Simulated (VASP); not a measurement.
# VASP 6.6.1 run: PbS

INCAR

```
BMIX = 0.0001
LASPH = .TRUE.
PREC = Accurate
ISIF = 2
EDIFF = 1E-7
NELM = 95
SIGMA = 0.05
NSW = 0
LWAVE = .FALSE.
ENCUT = 520
LCHARG = .FALSE.
IBRION = -1
LREAL = .FALSE.
NBANDS = 17
AMIX = 0.2
GGA = PE
ISMEAR = -4
```

KPOINTS

```
KPOINTS created by Atomic Simulation Environment
0
Gamma
8 8 8
0 0 0
```

POSCAR

```
Pb S
 1.0000000000000000
     2.1005109573003633    1.2127305665719976    3.2350120170895811
    -2.1005109573003633    1.2127305665719976    3.2350120170895811
     0.0000000000000000   -2.4254611333273726    3.2350120170208374
 Pb  S
   1   1
Cartesian
  0.0000000000000002 -0.0000000001793406  9.4913841992705876
 -0.0000000000000001 -0.0000000000875838  4.6352791845540775
```

The recommended PBE PAW datasets give the neutral cell 20 valence electrons.

Command

```
mpirun -np 1 vasp_std
```

Q: How does this run end, and what does it give?

A: It converged. Results: gap between bands v and c on the k mesh -0.24 eV (bands overlap: a metal); least direct gap on the k mesh 0.11 eV; pressure 5.8 GPa. Band v is the last that the valence electrons fill when counted band by band, and c is the next.

OSZICAR

```
N       E                     dE             d eps       ncg     rms          rms(c)
DAV:   1     0.156667764803E+03    0.15667E+03   -0.94976E+03  2210   0.130E+03
DAV:   2     0.310627329552E+01   -0.15356E+03   -0.14845E+03  2323   0.319E+02
DAV:   3    -0.882351783728E+01   -0.11930E+02   -0.11843E+02  2888   0.926E+01
DAV:   4    -0.911160754184E+01   -0.28809E+00   -0.28780E+00  2775   0.155E+01
DAV:   5    -0.912185967903E+01   -0.10252E-01   -0.10251E-01  3322   0.290E+00    0.510E+00
DAV:   6    -0.876491973756E+01    0.35694E+00   -0.48384E-01  3490   0.523E+00    0.420E+00
DAV:   7    -0.867177189163E+01    0.93148E-01   -0.54181E-01  3341   0.445E+00    0.291E+00
DAV:   8    -0.868166106582E+01   -0.98892E-02   -0.86806E-02  3248   0.312E+00    0.317E-01
DAV:   9    -0.867551095952E+01    0.61501E-02   -0.26618E-02  3389   0.133E+00    0.993E-02
DAV:  10    -0.867567366340E+01   -0.16270E-03   -0.21553E-03  2540   0.363E-01    0.102E-01
DAV:  11    -0.867567203785E+01    0.16256E-05   -0.13086E-04  3188   0.796E-02    0.376E-02
DAV:  12    -0.867565422431E+01    0.17814E-04   -0.92557E-05  3465   0.886E-02    0.142E-02
DAV:  13    -0.867565653838E+01   -0.23141E-05   -0.14582E-05  2855   0.392E-02    0.405E-03
DAV:  14    -0.867565658576E+01   -0.47381E-07   -0.71671E-07  2727   0.644E-03
   1 F= -.86756566E+01 E0= -.86756566E+01  d E =0.000000E+00
```

Standard output (part)

```
POSCAR found type information on POSCAR PbS
 POSCAR found :  2 types and       2 ions
 LDA part: xc-table for (Slater+PW92), standard interpolation
 POSCAR, INCAR and KPOINTS ok, starting setup
 WAVECAR not read
 entering main loop
|     Tetrahedron method does not include variations of the Fermi             |
|     occupations, so forces and stress will be inaccurate. We suggest        |
|     using a different smearing scheme ISMEAR = 1 or 2 for metals in         |
|     relaxations.                                                            |
```

For comparison, a separate PBE run of the intended cell, on usual settings and not on those above, gives a gap of -0.24 eV on its mesh and a pressure of 5.7 GPa.
